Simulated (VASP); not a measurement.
BaH2: relaxation of cell and atoms with PBEsol

The system is BaH2.

```
Ba H
1.0
     6.79200    0.00000    0.00000
     0.00000    4.16800    0.00000
     0.00000    0.00000    7.85800
Ba H
4 8
Cartesian
  1.7679 1.0420 6.9829
  1.6281 3.1260 3.0539
  5.1639 1.0420 4.8041
  5.0241 3.1260 0.8751
  0.2921 1.0420 1.3673
  3.1039 3.1260 5.2963
  3.6881 1.0420 2.5617
  6.4999 3.1260 6.4907
  4.3876 1.0420 7.1783
  5.8004 3.1260 3.2493
  0.9916 1.0420 4.6087
  2.4044 3.1260 0.6797
```

- Program: VASP 6.6.1
- Task: relaxation of cell and atoms
- Functional: PBEsol
- Potentials or basis: VASP PAW PBE potentials, release 64 (Ba_sv, H)
- Cutoff: 600 eV
- k mesh: 4 × 8 × 4
- Occupations: gaussian, width 0.03 eV
- Spin: no spin polarisation
- Further INCAR settings: ALGO = Normal; EDIFF = 1e-06; IBRION = 2; EDIFFG = -0.01; NSW = 90; ISIF = 3

The relaxed volume is 17.87 Å³/atom, the relaxed cell is a = 6.715 Å, b = 4.115 Å, c = 7.761 Å, α = 90.00°, β = 90.00°, γ = 90.00° and the space group after relaxing (to 0.05 Å) is Pnma (No. 62). The energy gained by relaxing is 12.0 meV/atom. The ionic steps are 13, the pressure after relaxing is 0.0 GPa and the largest force after relaxing is 0.007 eV/Å. The band gap on the k mesh is 2.64 eV, indirect (least direct gap 3.22 eV).

Forces on the atoms (eV/Å):
```
Ba  -0.001  0.000  0.005
Ba   0.001  0.000  0.005
Ba  -0.001  0.000 -0.005
Ba   0.001  0.000 -0.005
H   -0.006  0.000  0.003
H    0.006  0.000  0.003
H   -0.006  0.000 -0.003
H    0.006  0.000 -0.003
H    0.002  0.000 -0.006
H   -0.002  0.000 -0.006
H    0.002  0.000  0.006
H   -0.002  0.000  0.006
```

Step by step:
```csv
step,energy change (eV),largest force (eV/Å),pressure (GPa),volume (Å³)
1,0.0000,0.3245,-0.88,222.45
2,-0.0473,0.2536,-0.47,219.19
3,-0.0815,0.1667,0.36,213.59
4,-0.1002,0.1347,0.22,214.20
5,-0.1306,0.0675,-0.19,216.04
6,-0.1323,0.0742,-0.30,216.58
7,-0.1417,0.0390,-0.02,214.53
8,-0.1425,0.0364,0.09,213.75
9,-0.1434,0.0219,0.00,214.32
10,-0.1435,0.0228,-0.04,214.62
11,-0.1440,0.0154,-0.01,214.47
12,-0.1441,0.0138,0.01,214.36
13,-0.1443,0.0069,-0.01,214.42
```

Final structure:
```
Ba H
1.0
     6.71452    0.00000    0.00000
     0.00000    4.11490    0.00000
     0.00000    0.00000    7.76062
Ba H
4 8
Direct
  0.26022 0.25000 0.88649
  0.23978 0.75000 0.38649
  0.76022 0.25000 0.61351
  0.73978 0.75000 0.11351
  0.02967 0.25000 0.18360
  0.47033 0.75000 0.68360
  0.52967 0.25000 0.31640
  0.97033 0.75000 0.81640
  0.64553 0.25000 0.92971
  0.85447 0.75000 0.42971
  0.14553 0.25000 0.57029
  0.35447 0.75000 0.07029
```

Levels at points of the mesh, in eV from the valence-band top:
```
           k point  band 21  band 22  band 23  band 24  band 25  band 26  band 27  band 28
(0.00, 0.00, 0.00)    -0.82    -0.60    -0.23    -0.04     3.38     3.80     3.94     4.26
(0.50, 0.00, 0.00)    -0.63    -0.63    -0.06    -0.06     3.16     3.16     3.71     3.71
(0.00, 0.50, 0.00)    -0.95    -0.95    -0.91    -0.91     3.19     3.19     3.47     3.47
(0.50, 0.50, 0.00)    -0.78    -0.78    -0.78    -0.78     3.02     3.02     3.02     3.02
(0.00, 0.00, 0.50)    -0.57    -0.57    -0.33    -0.33     3.18     3.18     3.60     3.60
(0.50, 0.00, 0.50)    -0.74    -0.74    -0.39    -0.39     3.18     3.18     3.26     3.26
(0.00, 0.50, 0.50)    -1.30    -1.30    -0.52    -0.52     3.39     3.39     4.22     4.22
(0.50, 0.50, 0.50)    -0.67    -0.67    -0.67    -0.67     3.32     3.32     3.32     3.32
```

Wall time 8.2 min on 4 MPI ranks on AMD EPYC 9R45 (Zen 5), with other jobs on the host, peak memory 0.56 GiB a rank.

Caveat: the PAW data sets were made with another functional, which shifts forces and pressure a little; spin-orbit coupling is left out, which moves the levels of the heavy elements. A k mesh can miss the band edges.
